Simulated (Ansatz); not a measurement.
# Nb under compression and expansion

```yaml
crystal:
  lattice:
    - [0.00000, 2.11500, 2.11500]
    - [2.11500, 0.00000, 2.11500]
    - [2.11500, 2.11500, 0.00000]
  atoms:
    - { symbol: Nb, position: [0.00000, 0.00000, 0.00000] }
```

The conventional cell has a = 4.230 Å, b = 4.230 Å, c = 4.230 Å, α = 90.00°, β = 90.00°, γ = 90.00°. Nb (atom 1) has 12 Nb at 2.99 Å as nearest neighbours.

The cell is COD entry 1534903, as deposited and not checked against the literature; nothing was relaxed.

All numbers are computed: DFT, PBE, all-electron LAPW, scalar-relativistic (Ansatz 0.2.0); DFT, PBE, PAW with Ansatz's default frozen-core files, scalar-relativistic (Ansatz 0.2.0).

For LAPW: a Γ-centred 13×13×13 k mesh, Fermi–Dirac smearing of 0.08 eV, basis error target 0.25 meV/atom, no spin polarisation. PAW takes a cutoff of 420 eV at this cell. The Ansatz runs share mesh, smearing and spin set-up. Plane-wave (PAW) pressures include the program's estimate of the Pulay term.

The cell above is scaled evenly, with fractional coordinates and shape held.

```
V/V(cell)  V (Å³/atom)  P, LAPW (GPa)  P, PAW (GPa)  free energy over the lowest listed, PAW (meV/atom)
   0.9400       17.786          10.02         10.03                                                30.1
   0.9500       17.976           7.95          7.95                                                19.5
   0.9600       18.165           5.96          5.97                                                11.3
   0.9750       18.449           3.15          3.16                                                 3.3
   0.9800       18.543           2.26          2.27                                                 1.7
   0.9900       18.733           0.54          0.55                                                 0.0
   1.0000       18.922          -1.11         -1.10                                                 0.3
   1.0100       19.111          -2.68         -2.67                                                 2.6
   1.0200       19.300          -4.18         -4.16                                                 6.6
   1.0250       19.395          -4.90         -4.89                                                 9.3
   1.0400       19.679          -6.97         -6.95                                                19.8
   1.0500       19.868          -8.26         -8.25                                                28.8
   1.0600       20.057          -9.50         -9.49                                                39.2
```

(1) What do Birch–Murnaghan fits to the pressures give?

Answers

(1) LAPW: V0 = 18.79 Å³/atom, B0 = 165 GPa, B0′ = 3.7; PAW: V0 = 18.79 Å³/atom, B0 = 165 GPa, B0′ = 3.7.
